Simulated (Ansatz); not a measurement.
## Fe: single point with PBE

The system is Fe.

```
Fe
1.0
    -1.44300    1.44300    1.44300
     1.44300   -1.44300    1.44300
     1.44300    1.44300   -1.44300
Fe
1
Cartesian
  0.0000 0.0000 0.0000
```

- Program: Ansatz 0.2.0
- Task: single point
- Functional: PBE
- Potentials or basis: Ansatz PAW
- Cutoff: 420 eV (not typed: the program's choice for these potentials)
- k mesh: 13 × 13 × 13
- Occupations: fermi-dirac, width 0.05 eV
- Spin: no spin polarisation

```
Pressure               : -26.5 GPa
Band gap on the k mesh : none (metal or under the smearing width)
```

Levels at points of the mesh, in eV from the Fermi level:
```csv
k point,band 6,band 7,band 8,band 9,band 10,band 11
"(0.00, 0.00, 0.00)",-1.49,-1.49,-1.49,-0.03,-0.03,23.68
```

It took 0.5 s on 2 threads of Arm Neoverse V2, with other jobs on the host, peak memory 0.26 GiB.

Caveat: the run has no spin polarisation, though such a crystal can be magnetic. Spin polarisation is off, so any magnetic state and its effect on volume and gap are missing.
